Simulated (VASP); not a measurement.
Crystal: Be.

```
CELL_PARAMETERS angstrom
0.00000 1.57905 1.57905
1.57905 0.00000 1.57905
1.57905 1.57905 0.00000
ATOMIC_POSITIONS crystal
Be 0.00000 0.00000 0.00000
```

The cell was built by a generator and needn't be a form met in nature.

* Program: VASP 6.6.1
* Task: relaxation of cell and atoms
* Functional: PBE
* Dispersion: D3(BJ)
* Potentials or basis: VASP PAW PBE potentials, release 54 (Be)
* Cutoff: 580 eV
* k mesh: 14 × 14 × 14
* Occupations: fermi-dirac, width 0.05 eV
* Spin: no spin polarisation

At the start: pressure -7.5 GPa; volume 7.87 Å³/atom.

Question: Where does the relaxation end?

Answer: Over 3 steps the energy falls by 11.9 meV/atom and the volume is 7.40 Å³/atom (-6.1 %); space group Fm-3m (No. 225, to 0.05 Å).

The path:
```csv
step,energy change (eV),largest force (eV/Å),pressure (GPa),volume (Å³)
1,0.0000,0.0000,-7.54,7.87
2,-0.0117,0.0000,-1.17,7.46
3,-0.0119,0.0000,-0.05,7.40
```

Final structure:
```cif
data_structure
_symmetry_space_group_name_H-M 'P 1'
_symmetry_Int_Tables_number 1
_cell_length_a 2.1870
_cell_length_b 2.1870
_cell_length_c 2.1870
_cell_angle_alpha 60.000
_cell_angle_beta 60.000
_cell_angle_gamma 60.000
_cell_volume 7.40
loop_
_atom_site_label
_atom_site_type_symbol
_atom_site_fract_x
_atom_site_fract_y
_atom_site_fract_z
_atom_site_occupancy
Be1 Be 0.00000 0.00000 0.00000 1
```

Caveat: pairwise dispersion overbinds metals, which lowers pressure and volume.
